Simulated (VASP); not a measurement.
# ZnS (Wurtzite-2H) (P6_3mc) in VASP: a series of runs

The runs below take ZnS (Wurtzite-2H) through relaxation of cell and atoms, with PBE.

All numbers are computed with VASP 6.6.1; they aren't measurements. Logs are shortened: lines on timing, memory, paths and dates and some standing lists are left out, and cuts for length are marked.

### 1 Starting point

It takes space group P6_3mc (No. 186, hexagonal). Conventional cell: a = 3.847 Å, b = 3.847 Å, c = 6.310 Å, α = 90.00°, β = 90.00°, γ = 120.00°. Around Zn (site symmetry 3m) lie 4 S at 2.36 Å. S (site symmetry 3m) has 4 Zn at 2.36 Å as nearest neighbours.

### 2 Relaxation of cell and atoms, PBE

INCAR

```
  PREC = Accurate
  ENCUT = 600
  EDIFF = 1E-7
  ISMEAR = 0
  SIGMA = 0.03
  LREAL = False
  LASPH = True
  NELM = 80
  ALGO = Normal
  ISIF = 3
  LWAVE = False
  LCHARG = False
  GGA = PE
  IBRION = 2
  NSW = 90
  EDIFFG = -0.005
```

KPOINTS

```
regular mesh
0
Gamma
  9 9 5
```

POSCAR

```
ZnS                                     
1.0
    3.8474588169     -0.0000000000     -0.0000000000
   -1.9237294084      3.3319970754      0.0000000000
    0.0000000000      0.0000000000      6.3104809475
  Zn              S             
     2     2
Direct
     0.3333333332999970    0.6666666667000030    0.0051796281950851
     0.6666666667000030    0.3333333332999970    0.5051796281950851
     0.3333333332999970    0.6666666667000030    0.3798203718049129
     0.6666666667000030    0.3333333332999970    0.8798203718049129
```

Potentials or basis: VASP PAW PBE potentials, release 64 (Zn, S).

Command:

```
$ cat potpaw_PBE.64/Zn/POTCAR potpaw_PBE.64/S/POTCAR > POTCAR
$ mpirun -np 1 vasp_std > vasp.out
```

OUTCAR:

```text
PREC = Accurate
   ENCUT = 600
   EDIFF = 1E-7
   ISMEAR = 0
   LREAL = False
   LASPH = True
   NELM = 80
   ISIF = 3
   GGA = PE
   IBRION = 2
   NSW = 90
   EDIFFG = -0.005

 ion  position               nearest neighbor table
   1  0.333  0.667  0.005-   4 2.36   4 2.36   4 2.36   3 2.36
   2  0.667  0.333  0.505-   3 2.36   3 2.36   3 2.36   4 2.36
   3  0.333  0.667  0.380-   2 2.36   2 2.36   2 2.36   1 2.36
   4  0.667  0.333  0.880-   1 2.36   1 2.36   1 2.36   2 2.36

  LATTYP: Found a hexagonal cell.
 ALAT       =     3.8474588169
 C/A-ratio  =     1.6401685496

  Lattice vectors:

 A1 = (   3.8474588169,   0.0000000000,   0.0000000000)
 A2 = (  -1.9237294084,   3.3319970754,   0.0000000000)
 A3 = (   0.0000000000,   0.0000000000,   6.3104809475)

Analysis of symmetry for initial positions (statically):
=====================================================================
 Subroutine PRICEL returns:
 Original cell was already a primitive cell.

 Routine SETGRP: Setting up the symmetry group for a
 hexagonal supercell.

 Subroutine GETGRP returns: Found 12 space group operations
 (whereof  6 operations were pure point group operations)
 out of a pool of 24 trial point group operations.

The static configuration has the point symmetry C_3v.
 The point group associated with its full space group is C_6v.

Analysis of symmetry for dynamics (positions and initial velocities):
=====================================================================
 Subroutine PRICEL returns:
 Original cell was already a primitive cell.

 Routine SETGRP: Setting up the symmetry group for a
 hexagonal supercell.

 Subroutine GETGRP returns: Found 12 space group operations
 (whereof  6 operations were pure point group operations)
 out of a pool of 24 trial point group operations.

The dynamic configuration has the point symmetry C_3v.
 The point group associated with its full space group is C_6v.

 Subroutine INISYM returns: Found 12 space group operations
 (whereof  6 operations are pure point group operations),
 and found     1 'primitive' translations

----------------------------------------------------------------------------------------

                                     Primitive cell

  volume of cell :      80.8986

  direct lattice vectors                    reciprocal lattice vectors
     3.847458817  0.000000000  0.000000000     0.259911814  0.150060156  0.000000000
    -1.923729408  3.331997075  0.000000000     0.000000000  0.300120311  0.000000000
     0.000000000  0.000000000  6.310480948     0.000000000  0.000000000  0.158466527

  length of vectors
     3.847458817  3.847458817  6.310480948     0.300120311  0.300120311  0.158466527

  position of ions in fractional coordinates (direct lattice)
     0.333333333  0.666666667  0.005179628
     0.666666667  0.333333333  0.505179628
     0.333333333  0.666666667  0.379820372
     0.666666667  0.333333333  0.879820372

  ion indices of the primitive-cell ions
   primitive index   ion index
                 1           1
                 2           2
                 3           3
                 4           4

----------------------------------------------------------------------------------------

 KPOINTS: regular mesh

Automatic generation of k-mesh.
 Grid dimensions read from file:
 generate k-points for:    9    9    5

 Generating k-lattice:

  Cartesian coordinates                     Fractional coordinates (reciprocal lattice)
     0.028879090  0.016673351  0.000000000     0.111111111 -0.000000000  0.000000000
     0.000000000  0.033346701  0.000000000     0.000000000  0.111111111  0.000000000
     0.000000000  0.000000000  0.031693305     0.000000000  0.000000000  0.200000000

  Length of vectors
     0.033346701  0.033346701  0.031693305

  Shift w.r.t. Gamma in fractional coordinates (k-lattice)
     0.000000000  0.000000000  0.000000000

 Subroutine IBZKPT returns following result:
 ===========================================

 Found     36 irreducible k-points:

 Following reciprocal coordinates:
            Coordinates               Weight
  0.000000  0.000000  0.000000      1.000000
  0.111111 -0.000000  0.000000      6.000000
  0.222222 -0.000000  0.000000      6.000000
  0.333333  0.000000  0.000000      6.000000
  0.444444 -0.000000  0.000000      6.000000
  0.111111  0.111111  0.000000      6.000000
[... 16 lines left out ...]
  0.333333  0.222222  0.200000     24.000000
  0.333333  0.333333  0.200000      4.000000
 [... further k-points ...]
   k-points           NKPTS =     36   k-points in BZ     NKDIM =     36   number of bands    NBANDS=     22
   number of dos      NEDOS =    301   number of ions     NIONS =      4
   total plane-waves  NPLWV =  51200
   dimension x,y,z NGX =    32 NGY =   32 NGZ =   50
   dimension x,y,z NGXF=    64 NGYF=   64 NGZF=  100
   ions per type =               2   2
   NGX,Y,Z   is equivalent  to a cutoff of  13.83, 13.83, 13.17 a.u.
   NGXF,Y,Z  is equivalent  to a cutoff of  27.65, 27.65, 26.34 a.u.
 SYSTEM =  unknown system
   PREC   = accura    normal or accurate (medium, high low for compatibility)
   ISTART =      0    job   : 0-new  1-cont  2-samecut
   ICHARG =      2    charge: 1-file 2-atom 10-const
   ISPIN  =      1    spin polarized calculation?
   LNONCOLLINEAR =      F non collinear calculations
   LSORBIT =      F    spin-orbit coupling
   LASPH  =      T    aspherical Exc in radial PAW
   ENCUT  =  600.0 eV  44.10 Ry    6.64 a.u.   7.68  7.68 12.60*2*pi/ulx,y,z
   NELM   =     80;   NELMIN=  2; NELMDL= -5     # of ELM steps
   EDIFF  = 0.1E-06   stopping-criterion for ELM
   LREAL  =      F    real-space projection
   EDIFFG = -.5E-02   stopping-criterion for IOM
   NSW    =     90    number of steps for IOM
   IBRION =      2    ionic relax: 0-MD 1-quasi-New 2-CG
   NFREE  =      1    steps in history (QN), initial steepest desc. (CG)
   ISIF   =      3    stress and relaxation
   ISYM   =      2    0-nonsym 1-usesym 2-fastsym
   POTIM  = 0.5000    time-step for ionic-motion
   TEBEG  =    0.0;   TEEND  =   0.0 temperature during run
   PSTRESS=    0.0 pullay stress
   NELECT =      36.0000    total number of electrons
   NUPDOWN=      -1.0000    fix difference up-down
   EMIN   =  10.00;   EMAX   =-10.00  energy-range for DOS
   EFERMI =   0.00;   METHOD = LEGACY
   ISMEAR =     0;   SIGMA  =   0.03  broadening in eV -4-tet -1-fermi 0-gaus
   EFERMI_NEDOS =   21; number of points for ismear=-14 and -15
   IALGO  =     38    algorithm
   IMIX   =      4    mixing-type and parameters
     AMIX     =   0.40;   BMIX     =  1.00
     AMIX_MAG =   1.60;   BMIX_MAG =  1.00
  volume/ion in A,a.u.               =      20.22       136.48
  Fermi-wavevector in a.u.,A,eV,Ry     =   1.249862  2.361896 21.254401  1.562154
  Thomas-Fermi vector in A             =   2.383883
   LORBIT       =      0    0 simple, 1 ext, 2 COOP (PROOUT), +10 PAW based schemes
   GGA     = PE    functional components
   LHFCALC =     F    Hartree Fock is set to
   AEXX    =    0.0000 exact exchange contribution
   IVDW    =     0    specifies the selected vdW correction
   LEPSILON=     F    determine dielectric tensor
   LRPA    =     F    only Hartree local field effects (RPA)
 conjugate gradient relaxation of ions
 non-spin polarized calculation
 Gauss-broadening in eV      SIGMA  =   0.03
  energy-cutoff  :      600.00
  volume of cell :       80.90
 maximum number of plane-waves:      2743
 NGX is ok and might be reduce to    32
   NGX = 15   NGY = 15   NGZ = 25

--------------------------------------- Ionic step        1  -------------------------------------------

 number of electron      35.9999974 magnetization

 Free energy of the ion-electron system (eV)
  ---------------------------------------------------
  ext. energy  EPLUGINS =         0.00000000
  ---------------------------------------------------
  free energy    TOTEN  =       -13.69375034 eV

  energy without entropy =      -13.69375034  energy(sigma->0) =      -13.69375034

------------------------ aborting loop because EDIFF is reached ----------------------------------------

  FORCE on cell =-STRESS in cart. coord.  units (eV):
  Direction    XX          YY          ZZ          XY          YZ          ZX
  --------------------------------------------------------------------------------------
  -------------------------------------------------------------------------------------
  Total        0.0112517      0.0112517     -0.0113035      0.0000000      0.0000000      0.0000000
  in kB        0.2228374      0.2228374     -0.2238621      0.0000000      0.0000000      0.0000000
  external PRESSURE =       0.0739376 kB  Pullay stress =       0.0000000 kB

 VOLUME and BASIS-vectors are now :
 -----------------------------------------------------------------------------
  energy-cutoff  :      600.00
  volume of cell :       80.90
      direct lattice vectors                 reciprocal lattice vectors
     3.847458817  0.000000000  0.000000000     0.259911814  0.150060156  0.000000000
    -1.923729408  3.331997075  0.000000000     0.000000000  0.300120311  0.000000000
     0.000000000  0.000000000  6.310480948     0.000000000  0.000000000  0.158466527

 POSITION                                       TOTAL-FORCE (eV/Angst)
 -----------------------------------------------------------------------------------
     -0.00000      2.22133      0.03269        -0.000000     -0.000000      0.005070
      1.92373      1.11067      3.18793         0.000000     -0.000000      0.005070
     -0.00000      2.22133      2.39685        -0.000000      0.000000     -0.005070
      1.92373      1.11067      5.55209        -0.000000      0.000000     -0.005070
 -----------------------------------------------------------------------------------
    total drift:                               -0.000000     -0.000000      0.000057

  FREE ENERGIE OF THE ION-ELECTRON SYSTEM (eV)
  ---------------------------------------------------
  free  energy   TOTEN  =       -13.6937503372 eV

  energy  without entropy=      -13.6937503372  energy(sigma->0) =      -13.69375034

--------------------------------------- Ionic step        2  -------------------------------------------

 number of electron      35.9999974 magnetization

 Free energy of the ion-electron system (eV)
  ---------------------------------------------------
  ext. energy  EPLUGINS =         0.00000000
  ---------------------------------------------------
  free energy    TOTEN  =       -13.69375492 eV

  energy without entropy =      -13.69375492  energy(sigma->0) =      -13.69375492

 E-fermi :   2.0589     XC(G=0):  -9.5065

 val. band max:        1.8941431758   @ k =   0.0000   0.0000   0.0000
 cond. band min:       3.9672115419   @ k =   0.0000   0.0000   0.0000
 fundamental gap:      2.0730683660
 Fermi energy:         2.0588632436

 k-point     1 :       0.0000    0.0000    0.0000
  band No.  band energies     occupation
      1     -11.0988      2.00000
      2     -10.2135      2.00000
      3      -4.3538      2.00000
      4      -4.3422      2.00000
      5      -4.3422      2.00000
      6      -4.2644      2.00000
[... 14 lines left out ...]
     21       8.2235      0.00000
     22       8.2235      0.00000

 k-point     2 :       0.1111   -0.0000    0.0000
  band No.  band energies     occupation
      1     -11.0194      2.00000
      2     -10.1694      2.00000
      3      -4.3503      2.00000
      4      -4.3338      2.00000
      5      -4.3266      2.00000
      6      -4.2552      2.00000
[... 14 lines left out ...]
     21       7.8636      0.00000
     22       8.4527      0.00000
[... 523 lines left out ...]
     21       7.3713      0.00000
     22       8.4146      0.00000

 k-point    24 :       0.3333    0.3333    0.2000
  band No.  band energies     occupation
      1      -9.9900      2.00000
      2      -9.9900      2.00000
      3      -4.2967      2.00000
      4      -4.1651      2.00000
      5      -4.1651      2.00000
      6      -4.0592      2.00000
[... 14 lines left out ...]
     21       7.2193      0.00000
     22       9.4071      0.00000

 [... further k-points ...]

------------------------ aborting loop because EDIFF is reached ----------------------------------------

  FORCE on cell =-STRESS in cart. coord.  units (eV):
  Direction    XX          YY          ZZ          XY          YZ          ZX
  --------------------------------------------------------------------------------------
  -------------------------------------------------------------------------------------
  Total       -0.0103517     -0.0103517     -0.0066429     -0.0000000     -0.0000000      0.0000000
  in kB       -0.2049860     -0.2049860     -0.1315425     -0.0000000     -0.0000000      0.0000000
  external PRESSURE =      -0.1805048 kB  Pullay stress =       0.0000000 kB

 VOLUME and BASIS-vectors are now :
 -----------------------------------------------------------------------------
  energy-cutoff  :      600.00
  volume of cell :       80.91
      direct lattice vectors                 reciprocal lattice vectors
     3.847980929  0.000000000  0.000000000     0.259876548  0.150039795  0.000000000
    -1.923990464  3.332449238 -0.000000000    -0.000000000  0.300079590  0.000000000
     0.000000000  0.000000000  6.309620658    -0.000000000  0.000000000  0.158488133

 POSITION                                       TOTAL-FORCE (eV/Angst)
 -----------------------------------------------------------------------------------
     -0.00000      2.22163      0.03293         0.000000      0.000000      0.000979
      1.92399      1.11082      3.18774        -0.000000     -0.000000      0.000979
     -0.00000      2.22163      2.39628        -0.000000      0.000000     -0.000979
      1.92399      1.11082      5.55109        -0.000000      0.000000     -0.000979
 -----------------------------------------------------------------------------------
    total drift:                               -0.000000     -0.000000      0.000266

  FREE ENERGIE OF THE ION-ELECTRON SYSTEM (eV)
  ---------------------------------------------------
  free  energy   TOTEN  =       -13.6937549236 eV

  energy  without entropy=      -13.6937549236  energy(sigma->0) =      -13.69375492

 reached required accuracy - stopping structural energy minimisation
```

Wall time 45 s (1 thread of Intel Xeon Platinum 8559C (Emerald Rapids), shared host); peak memory 0.25 GiB.

What came out:

| Quantity | Value |
| --- | --- |
| Free energy | -13.6938 eV |
| Relaxed volume | 20.23 Å³/atom |
| Relaxed cell | a = 3.848 Å, b = 3.848 Å, c = 6.310 Å, α = 90.00°, β = 90.00°, γ = 120.00° |
| Space group after relaxing (to 0.05 Å) | P6_3mc (No. 186) |
| Energy gained by relaxing | 0.0 meV/atom |
| Ionic steps | 2 |
| Pressure after relaxing | 0.0 GPa |
| Band gap on the k mesh | 2.07 eV, direct |

Final structure:
```yaml
crystal:
  lattice:
    - [3.84798, 0.00000, 0.00000]
    - [-1.92399, 3.33245, 0.00000]
    - [0.00000, 0.00000, 6.30962]
  atoms:
    - { symbol: Zn, position: [0.33333, 0.66667, 0.00522] }
    - { symbol: Zn, position: [0.66667, 0.33333, 0.50522] }
    - { symbol: S, position: [0.33333, 0.66667, 0.37978] }
    - { symbol: S, position: [0.66667, 0.33333, 0.87978] }
```

PBE gaps usually lie below the measured ones, often by a third to a half.

### 3 Relaxation of cell and atoms, PBE

This run uses another cell than the first one, of 19.60 Å³/atom, 0.969 times its volume.

INCAR

```
SYSTEM = ZnS
PREC = Accurate
ENCUT = 300
EDIFF = 1E-6
ISMEAR = 0
SIGMA = 0.03
LREAL = .FALSE.
LASPH = .TRUE.
NELM = 80
ALGO = Normal
ISIF = 3
LWAVE = .FALSE.
LCHARG = .FALSE.
GGA = PE
IBRION = 2
NSW = 90
EDIFFG = -0.01
```

KPOINTS

```
Automatic mesh
0
G
  5 5 3
  0 0 0
```

POSCAR

```
ZnS
1.0
    3.8110000000      0.0000000000      0.0000000000
   -1.9055000000      3.3004228138      0.0000000000
    0.0000000000      0.0000000000      6.2340000000
Zn S
2 2
Direct
    0.3333333333      0.6666666667      0.0000000000
    0.6666666667      0.3333333333      0.5000000000
    0.3333333333      0.6666666667      0.3850000000
    0.6666666667      0.3333333333      0.8850000000
```

Potentials or basis: VASP PAW PBE potentials, release 64 (Zn, S).

Command:

```
$ cat potpaw_PBE.64/Zn/POTCAR potpaw_PBE.64/S/POTCAR > POTCAR
$ mpirun -np 1 vasp_std > vasp.out
```

It took 86 s on 1 thread of Intel Xeon Platinum 8375C at 2.90GHz (Ice Lake), shared host; peak memory 0.15 GiB.

These settings aren't checked as converged: the numbers below hold their error.

What came out:

| Item | Value |
| --- | --- |
| Free energy | -13.6696 eV |
| Relaxed volume | 20.16 Å³/atom |
| Relaxed cell | a = 3.845 Å, b = 3.845 Å, c = 6.301 Å, α = 90.00°, β = 90.00°, γ = 120.00° |
| Space group after relaxing (to 0.05 Å) | P6_3mc (No. 186) |
| Energy gained by relaxing | 9.0 meV/atom |
| Ionic steps | 10 |
| Band gap on the k mesh | 2.08 eV, direct |

Caveat: the cutoff is under 1.25 times the usual one of these potentials, so pressure, stress and relaxed cells hold a basis-set (Pulay) error.

### 4 Relaxation of cell and atoms, PBE

This run uses another cell than the first one, of 20.16 Å³/atom, 0.997 times its volume.

Edit INCAR of step 3 so:

```diff
@@ -3,3 +3,3 @@
 ENCUT = 300
-EDIFF = 1E-6
+EDIFF = 1E-7
 ISMEAR = 0
@@ -16,2 +16,2 @@
 NSW = 90
-EDIFFG = -0.01
+EDIFFG = -0.005
```

KPOINTS is that of step 3.

POSCAR

```
ZnS                                     
1.0
    3.8445425477      0.0000000000      0.0000000000
   -1.9222712738      3.3294715122      0.0000000000
    0.0000000000     -0.0000000000      6.3005111001
  Zn              S             
     2     2
Direct
     0.3333333332999970    0.6666666667000030    0.0052707453738223
     0.6666666667000030    0.3333333332999970    0.5052707453738223
     0.3333333332999970    0.6666666667000030    0.3797292546261757
     0.6666666667000030    0.3333333332999970    0.8797292546261757
```

Command:

```
$ cat potpaw_PBE.64/Zn/POTCAR potpaw_PBE.64/S/POTCAR > POTCAR
$ mpirun -np 1 vasp_std > vasp.out
```

It took 23 s on 1 thread of Intel Xeon Platinum 8375C at 2.90GHz (Ice Lake), shared host; peak memory 0.14 GiB.

These settings aren't checked as converged: the numbers below hold their error.

Results:

- Free energy: -13.6740 eV
- Relaxed volume: 20.18 Å³/atom
- Relaxed cell: a = 3.846 Å, b = 3.846 Å, c = 6.303 Å, α = 90.00°, β = 90.00°, γ = 120.00°
- Space group after relaxing (to 0.05 Å): P6_3mc (No. 186)
- Energy gained by relaxing: 0.0 meV/atom
- Ionic steps: 2
- Band gap on the k mesh: 2.07 eV, direct

Caveat: the cutoff is under 1.25 times the usual one of these potentials, so pressure, stress and relaxed cells hold a basis-set (Pulay) error.
